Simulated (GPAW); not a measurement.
# HgTe (Coloradoite) (F-43m) in GPAW: reference runs

Reference runs on HgTe (Coloradoite): the cell as given and a disturbed copy.

Program: GPAW 26.7.0. These are calculated values, not measurements. Logs are shortened: lines on timing, memory, paths and dates and some standing lists are left out, and cuts for length are marked. The log counts tension as positive stress, the text compression.

**1. The crystal as given**

It takes space group F-43m (No. 216, cubic). The conventional cell has a = 6.429 Å, b = 6.429 Å, c = 6.429 Å, α = 90.00°, β = 90.00°, γ = 90.00°. Hg (site symmetry -43m) is surrounded by 4 Te at 2.78 Å. Te (site symmetry -43m) has 4 Hg at 2.78 Å as nearest neighbours.

**2. Single point, PBE**

File run.py:

```python
from ase import Atoms
from ase.dft.bandgap import bandgap
from ase.io import write
from ase.units import GPa
from gpaw import GPAW, PW

atoms = Atoms(['Hg', 'Te'],
              cell=[[0.0, 3.2145, 3.2145],
                    [3.2145, 0.0, 3.2145],
                    [3.2145, 3.2145, 0.0]],
              scaled_positions=[[0.0, 0.0, 0.0],
                                [0.75, 0.75, 0.75]],
              pbc=True)

calc = GPAW(mode=PW(600),
            xc='PBE',
            kpts={'size': (7, 7, 7), 'gamma': True},
            occupations={'name': 'fermi-dirac', 'width': 0.05},
            nbands=18,
            convergence={'density': 1e-05, 'energy': 1e-05},
            maxiter=150,
            txt='gpaw.txt')
atoms.calc = calc
energy = atoms.get_potential_energy()
forces = atoms.get_forces()
stress = atoms.get_stress()
calc.write('gs.gpw')
write('result.traj', atoms)
print(f'Energy: {energy:.6f} eV')
print('Forces (eV/A):')
print(forces.round(4))
print('Stress (GPa):', (stress / GPa).round(3))
print('Fermi level:', round(calc.get_fermi_level(), 4), 'eV')
print(f'Gap: {bandgap(calc)[0]:.4f} eV, direct: {bandgap(calc, direct=True)[0]:.4f} eV')
```

Potentials or basis: GPAW PAW data sets (gpaw-data 1.2.1), pw.

Command:

```
$ OMP_NUM_THREADS=1 python run.py
```

gpaw.txt:

```text
__  _  _
 | _ |_)|_||  |
 |__||  | ||/\| - 26.7.0

Input parameters:
  mode=PW(ecut=600.0),
  convergence={'density': 1e-05, 'energy': 1e-05},
  kpts=MonkhorstPack(size=(7, 7, 7), gamma=True),
  maxiter=150,
  nbands=18,
  occupations=Occupations(name='fermi-dirac', width=0.05),
  xc=XC(name='PBE')

Diagonalizing LCAO Hamiltonian
Converting LCAO to pw mode

                      Te

       Hg

Atoms  # Å, Bohr magnetons
|   | symbol |        x |        y |        z |    initial magnetic moments |
|---|--------|----------|----------|----------|-----------------------------|
| 0 |     Hg | 0.000000 | 0.000000 | 0.000000 | ( 0.0000,  0.0000,  0.0000) |
| 1 |     Te | 4.821750 | 4.821750 | 4.821750 | ( 0.0000,  0.0000,  0.0000) |

Unit cell  # Å
| periodic |        x |        y |        z |  lengths |    angles |
|----------|----------|----------|----------|----------|-----------|
|      yes | 0.000000 | 3.214500 | 3.214500 | 4.545989 | 60.000000 |
|      yes | 3.214500 | 0.000000 | 3.214500 | 4.545989 | 60.000000 |
|      yes | 3.214500 | 3.214500 | 0.000000 | 4.545989 | 60.000000 |

Number of symmetries: 24
Symmetry operations  # r_c * U_cc + t_c -> r_c
|    | kind |            matrix            |
|----|------|------------------------------|
|  0 |  E   |  1, 0, 0,  0, 1, 0,  0, 0, 1 |
|  1 |  σ   |  1, 0, 0,  0, 0, 1,  0, 1, 0 |
|  2 |  σ   |  1, 0,-1,  0, 1,-1,  0, 0,-1 |
|  3 |  C3  |  1, 0,-1,  0, 0,-1,  0, 1,-1 |
|  4 |  C3  |  1,-1, 0,  0,-1, 1,  0,-1, 0 |
|  5 |  σ   |  1,-1, 0,  0,-1, 0,  0,-1, 1 |
|  6 |  σ   |  0, 1, 0,  1, 0, 0,  0, 0, 1 |
|  7 |  C3  |  0, 1, 0,  0, 0, 1,  1, 0, 0 |
|  8 |  C2  |  0, 1,-1,  1, 0,-1,  0, 0,-1 |
|  9 |  S4  |  0, 1,-1,  0, 0,-1,  1, 0,-1 |
| 10 |  C3  |  0, 0, 1,  1, 0, 0,  0, 1, 0 |
| 11 |  σ   |  0, 0, 1,  0, 1, 0,  1, 0, 0 |
| 12 |  S4  |  0, 0,-1,  1, 0,-1,  0, 1,-1 |
| 13 |  C3  |  0, 0,-1,  0, 1,-1,  1, 0,-1 |
| 14 |  S4  |  0,-1, 1,  1,-1, 0,  0,-1, 0 |
| 15 |  C2  |  0,-1, 1,  0,-1, 0,  1,-1, 0 |
| 16 |  C3  |  0,-1, 0,  1,-1, 0,  0,-1, 1 |
| 17 |  S4  |  0,-1, 0,  0,-1, 1,  1,-1, 0 |
| 18 |  S4  | -1, 1, 0, -1, 0, 1, -1, 0, 0 |
| 19 |  C3  | -1, 1, 0, -1, 0, 0, -1, 0, 1 |
| 20 |  C3  | -1, 0, 1, -1, 1, 0, -1, 0, 0 |
| 21 |  S4  | -1, 0, 1, -1, 0, 0, -1, 1, 0 |
| 22 |  σ   | -1, 0, 0, -1, 1, 0, -1, 0, 1 |
| 23 |  C2  | -1, 0, 0, -1, 0, 1, -1, 1, 0 |

BZ-sampling:
  Number of BZ points: 343
  Number of IBZ points: 20

  Monkhorst-Pack size: [7, 7, 7]
  Monkhorst-Pack shift: [0, 0, 0]

K-points  # in reciprocal-cell coordinates
|     |                                coordinates |     weight |
|-----|--------------------------------------------|------------|
|   0 | (  0.00000000,   0.00000000,   0.00000000) | 0.00291545 |
|   1 | (  0.14285714,   0.14285714,   0.00000000) | 0.01749271 |
|   2 | (  0.14285714,   0.14285714,   0.14285714) | 0.02332362 |
|   3 | (  0.28571429,   0.14285714,   0.14285714) | 0.03498542 |
|   4 | (  0.28571429,   0.28571429,   0.00000000) | 0.01749271 |
|   5 | (  0.28571429,   0.28571429,   0.14285714) | 0.06997085 |
|   6 | (  0.28571429,   0.28571429,   0.28571429) | 0.02332362 |
|   7 | (  0.42857143,  -0.28571429,  -0.28571429) | 0.03498542 |
|   8 | (  0.42857143,   0.28571429,  -0.42857143) | 0.13994169 |
|   9 | (  0.42857143,   0.28571429,  -0.28571429) | 0.06997085 |
| ... |                                            |            |
|  19 | (  0.42857143,   0.42857143,   0.42857143) | 0.02332362 |

Plane wave coefficients: 2239
Cutoff: 600.0 eV

Spin-components: 1 (collinear spins)
Bands:           18
Projectors:      11
Spin-degeneracy: 2
Datatype:        complex128

Parallelization:
  kpt:    1
  domain: 1
  band:   1

Density:
  Valence electrons: 24.0
  Components: 1
  Grid points: [27 27 27]
  Charge: 0.0  # |e|

Potential:
  Grid points: [27 27 27]

species:
  Hg:
    name:    Mercury
    Z:       80.0
    valence: 18
    core:    62
    charge:  0.0  # [|e|]
    compensation charges:
      type: gauss
      rc: 0.41  # [Å]
      lmax: 2
    cutoffs:
      filter: 2.17  # [Å]
      core: 2.06  # [Å]
    projectors
    | kind |    occ | energy [eV] | rcut [Å] |
    |------|--------|-------------|----------|
    |   6s |  2.000 |      -6.783 |    1.307 |
    |   5p |  6.000 |     -66.572 |    1.291 |
    |   6p |  0.000 |      -1.056 |    1.291 |
    |   5d | 10.000 |      -9.891 |    1.302 |
    |    s |        |      20.429 |    1.307 |
    |    d |        |      17.320 |    1.302 |

    Using partial waves for Hg as LCAO basis

  Te:
    name:    Tellurium
    Z:       52.0
    valence: 6
    core:    46
    charge:  0.0  # [|e|]
    compensation charges:
      type: gauss
      rc: 0.36  # [Å]
      lmax: 2
    cutoffs:
      filter: 2.09  # [Å]
      core: 3.17  # [Å]
    projectors
    | kind |    occ | energy [eV] | rcut [Å] |
    |------|--------|-------------|----------|
    |   5s |  2.000 |     -15.089 |    1.180 |
    |   5p |  4.000 |      -5.955 |    1.196 |
    |    s |        |      12.123 |    1.180 |
    |    p |        |      21.256 |    1.196 |
    |    d |        |       0.000 |    1.238 |

    Using partial waves for Te as LCAO basis

Reference energy: -717946.462161  # eV

eigensolver:
  PPCG
  Converge bands: occupied
  niter=2

density mixing:
  MSR1-Mixer
  Pratt-step length: 0.05
  Maximum mixing coefficient: 0.75
  Old densities: 10
  SVD Regularization: 0.005
  Good broyden scale: 1.0
  Trust region scale: 1.0
  Backstep threshold: 4.0
  History deletion threshold: 6.0
  Fourier metric: weight=20.0, sigma=0.015

occupation numbers:
  Fermi-Dirac:
    width: 0.0500  # eV

poisson solver:
  ecut: 4800.0  # eV

xc functional:
  name: PBE with 2 nearest neighbor stencil

convergence criteria:
- Maximum integral of absolute [dens]ity change: 1e-05 electrons / valence electron
- Maximum [total energy] change in last 3 cyles: 1e-05 eV / valence electron
- Maximum integral of absolute [eigenst]ate change: 4e-08 eV^2 / valence electron
maximum number of iterations: 150

SCF iterations
|iter     | |      energy | eigst |  dens |
|---------|-|-------------|-------|-------|
|iter:   1| |   -4.547926 | -0.08 |       |
|iter:   2| |   -4.509090 | -2.04 | -1.43 |
|iter:   3| |   -4.406793 | -1.97 | -1.48 |
|iter:   4| |   -4.419486 | -2.67 | -1.88 |
|iter:   5| |   -4.426250 | -3.01 | -2.22 |
|iter:   6| |   -4.426553 | -4.43 | -3.29 |
|iter:   7| |   -4.426602 | -5.03 | -3.69 |
|iter:   8| |   -4.426603c| -6.65 | -4.29 |
|iter:   9| |   -4.426603c| -7.21 | -4.96 |
|iter:  10| |   -4.426603c| -7.79c| -5.49c|

Converged in 10 steps
Energy contributions relative to reference atoms: (reference = -717946.462161)

Energy contributions:
  Kinetic:          33.163206
  Coulomb:         -27.731132
  Zero:             -2.009854
  External:          0.000000
  Xc:               -7.848480
  Entropy:          -0.000687
  Spinorbit:         0.000000
  ----------------------------
  Free energy:      -4.426947
  Extrapolated:     -4.426603

dipole moment: (-17.495047, -17.495047, -17.495047)  # |e|*Ang

Fermi level: 4.738
Eigenvalues  # (at kpt = [0.000, 0.000, 0.000])
| band index |      eig [eV] | occ [0-2] |
|------------|---------------|-----------|
|          0 |       -58.854 |     2.000 |
|        ... |               |           |
|          5 |        -2.858 |     2.000 |
|          6 |        -2.858 |     2.000 |
|          7 |        -2.331 |     2.000 |
|          8 |        -2.331 |     2.000 |
|          9 |         4.142 |     2.000 |
|         10 |         4.697 |     1.384 |
|         11 |         4.697 |     1.384 |
|         12 |         4.697 |     1.384 |
|         13 |         8.931 |     0.000 |
|         14 |         8.931 |     0.000 |
|         15 |         8.931 |     0.000 |
|         16 |        11.254 |     0.000 |
|         17 |        14.444 |     0.000 |

No gap
No difference between direct/indirect transitions

Forces  # eV/Ang
|       x |        y |       z |
|---------|----------|---------|
| 0.00000 |  0.00000 | 0.00000 |  # Hg   0
| 0.00000 | -0.00000 | 0.00000 |  # Te   1

Stress tensor  # eV/Ang^3
|         x |         y |         z |
|-----------|-----------|-----------|
| -0.028178 | -0.000000 |  0.000000 |
| -0.000000 | -0.028178 |  0.000000 |
|  0.000000 |  0.000000 | -0.028178 |

# Writing to gs.gpw (mode='')
```

Run time: 19 s. Hardware: 1 thread of Arm Neoverse V1, shared host; peak memory 0.17 GiB.

What came out:

- Free energy: -4.4269 eV
- Pressure: 4.5 GPa
- Band gap on the k mesh: none (metal or under the smearing width)

**3. Single point, PBE (atoms moved at random, drawn with an rms of 0.05 Å)**

run.py, as its differences from that of step 2:

```diff
@@ -1,4 +1,3 @@
-from ase import Atoms
 from ase.dft.bandgap import bandgap
-from ase.io import write
+from ase.io import read, write
 from ase.units import GPa
@@ -6,9 +5,3 @@
 
-atoms = Atoms(['Hg', 'Te'],
-              cell=[[0.0, 3.2145, 3.2145],
-                    [3.2145, 0.0, 3.2145],
-                    [3.2145, 3.2145, 0.0]],
-              scaled_positions=[[0.0, 0.0, 0.0],
-                                [0.75, 0.75, 0.75]],
-              pbc=True)
+atoms = read('POSCAR')
```

File POSCAR:

```
HgTe
1.0
    0.0000000000      3.2145000000      3.2145000000
    3.2145000000      0.0000000000      3.2145000000
    3.2145000000      3.2145000000      0.0000000000
Hg Te
1 1
Direct
   -0.0026330000      0.0031470000     -0.0044180000
    0.7487260000      0.7522630000      0.7492080000
```

Potentials or basis: GPAW PAW data sets (gpaw-data 1.2.1), pw.

Command:

```
$ OMP_NUM_THREADS=1 python run.py
```

gpaw.txt:

```text
__  _  _
 | _ |_)|_||  |
 |__||  | ||/\| - 26.7.0

Input parameters:
  mode=PW(ecut=600.0),
  convergence={'density': 1e-05, 'energy': 1e-05},
  kpts=MonkhorstPack(size=(7, 7, 7), gamma=True),
  maxiter=150,
  nbands=18,
  occupations=Occupations(name='fermi-dirac', width=0.05),
  xc=XC(name='PBE')

Diagonalizing LCAO Hamiltonian
Converting LCAO to pw mode

                      Te

       Hg

Atoms  # Å, Bohr magnetons
|   | symbol |         x |         y |        z |    initial magnetic moments |
|---|--------|-----------|-----------|----------|-----------------------------|
| 0 |     Hg | -0.004086 | -0.022665 | 0.001652 | ( 0.0000,  0.0000,  0.0000) |
| 1 |     Te |  4.826479 |  4.815109 | 4.824929 | ( 0.0000,  0.0000,  0.0000) |

Unit cell  # Å
| periodic |        x |        y |        z |  lengths |    angles |
|----------|----------|----------|----------|----------|-----------|
|      yes | 0.000000 | 3.214500 | 3.214500 | 4.545989 | 60.000000 |
|      yes | 3.214500 | 0.000000 | 3.214500 | 4.545989 | 60.000000 |
|      yes | 3.214500 | 3.214500 | 0.000000 | 4.545989 | 60.000000 |

Number of symmetries: 1
Symmetry operations  # r_c * U_cc + t_c -> r_c
|   | kind |            matrix            |
|---|------|------------------------------|
| 0 |  E   |  1, 0, 0,  0, 1, 0,  0, 0, 1 |

BZ-sampling:
  Number of BZ points: 343
  Number of IBZ points: 172

  Monkhorst-Pack size: [7, 7, 7]
  Monkhorst-Pack shift: [0, 0, 0]

K-points  # in reciprocal-cell coordinates
|     |                                coordinates |     weight |
|-----|--------------------------------------------|------------|
[... 122 lines left out ...]
|iter     | |      energy | eigst |  dens |
|---------|-|-------------|-------|-------|
|iter:   1| |   -4.547344 | -0.08 |       |
|iter:   2| |   -4.508465 | -2.04 | -1.43 |
|iter:   3| |   -4.405967 | -1.97 | -1.48 |
|iter:   4| |   -4.418752 | -2.67 | -1.88 |
|iter:   5| |   -4.425517 | -3.01 | -2.22 |
|iter:   6| |   -4.425817 | -4.43 | -3.29 |
|iter:   7| |   -4.425866 | -5.03 | -3.69 |
|iter:   8| |   -4.425867c| -6.66 | -4.29 |
|iter:   9| |   -4.425867c| -7.20 | -4.96 |
|iter:  10| |   -4.425867c| -7.80c| -5.49c|

Converged in 10 steps
Energy contributions relative to reference atoms: (reference = -717946.462161)

Energy contributions:
  Kinetic:          33.173922
  Coulomb:         -27.740205
  Zero:             -2.009873
  External:          0.000000
  Xc:               -7.849367
  Entropy:          -0.000686
  Spinorbit:         0.000000
  ----------------------------
  Free energy:      -4.426210
  Extrapolated:     -4.425867

dipole moment: (4.715411, 26.621092, 4.778493)  # |e|*Ang

Fermi level: 4.738
Eigenvalues  # (at kpt = [0.000, 0.000, 0.000])
| band index |      eig [eV] | occ [0-2] |
|------------|---------------|-----------|
|          0 |       -58.858 |     2.000 |
|        ... |               |           |
|          5 |        -2.857 |     2.000 |
|          6 |        -2.843 |     2.000 |
|          7 |        -2.332 |     2.000 |
|          8 |        -2.332 |     2.000 |
|          9 |         4.141 |     2.000 |
|         10 |         4.689 |     1.456 |
|         11 |         4.698 |     1.377 |
|         12 |         4.705 |     1.322 |
|         13 |         8.919 |     0.000 |
|         14 |         8.930 |     0.000 |
|         15 |         8.947 |     0.000 |
|         16 |        11.253 |     0.000 |
|         17 |        14.433 |     0.000 |

No gap
No difference between direct/indirect transitions

Forces  # eV/Ang
|        x |        y |        z |
|----------|----------|----------|
|  0.03880 |  0.06995 |  0.00904 |  # Hg   0
| -0.03880 | -0.06995 | -0.00904 |  # Te   1

Stress tensor  # eV/Ang^3
|         x |         y |         z |
|-----------|-----------|-----------|
| -0.028222 | -0.000208 | -0.001725 |
| -0.000208 | -0.028197 | -0.000955 |
| -0.001725 | -0.000955 | -0.028233 |

# Writing to gs.gpw (mode='')
```

Run time: 2.4 min. Hardware: 1 thread of Arm Neoverse V1, shared host; peak memory 0.34 GiB.

What came out:

* Free energy: -4.4262 eV
* Pressure: 4.5 GPa
* Largest force: 0.081 eV/Å
* Band gap on the k mesh: none (metal or under the smearing width)

Forces in eV/Å, atoms in the order of the input:
```
Hg   0.039  0.070  0.009
Te  -0.039 -0.070 -0.009
```

The run has no spin-orbit coupling, so splittings on Hg, Te are missing.
